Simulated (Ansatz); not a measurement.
**Calculated coordination and Ge-73 quadrupole coupling for Ge3N4**

Cell: a structure deposited in the COD, whose atoms a relaxation with PBE at fixed cell left in place.

```xyz
14
Lattice="0.0000 4.1546 4.1546 4.1546 0.0000 4.1546 4.1546 4.1546 0.0000" Properties=species:S:1:pos:R:3 pbc="T T T"
Ge    1.0386    1.0386    1.0386
Ge    1.0386    3.1159    3.1159
Ge    3.1159    3.1159    1.0386
Ge    3.1159    1.0386    3.1159
Ge    4.1546    4.1546    4.1546
Ge    6.2318    6.2318    6.2318
N     7.3386    7.3386    7.3386
N     3.0478    5.2613    5.2613
N     5.1251    5.1251    7.3386
N     5.2613    3.0478    5.2613
N     7.3386    5.1251    5.1251
N     3.0478    3.0478    3.0478
N     5.1251    7.3386    5.1251
N     5.2613    5.2613    3.0478
```

Atoms are numbered from 1 in the order listed; like atoms form one site, named after its first atom.

Method: Kohn–Sham DFT in Ansatz, PBE, plane waves and PAW (field gradients read without the response of the frozen cores, which leaves them typically 4 to 6 % off), scalar-relativistic, 420 eV cutoff, Γ-centred 6×6×6 k-points, Fermi–Dirac smearing 0.02 eV.

Q(Ge-73) = -196.0 mb.

Question: Rank these Ge sites by |C_Q|, smallest first.
A. Ge5: 4 N at 1.92 Å
B. Ge1: 6 N at 2.01 Å

Answer: A (0 MHz, η = –), B (4.04 MHz, η = 0.00).

An axis of threefold or higher order runs through Ge1, so V_zz lies along it and η is zero. Ge5 sits on a cubic site, where every gradient vanishes.
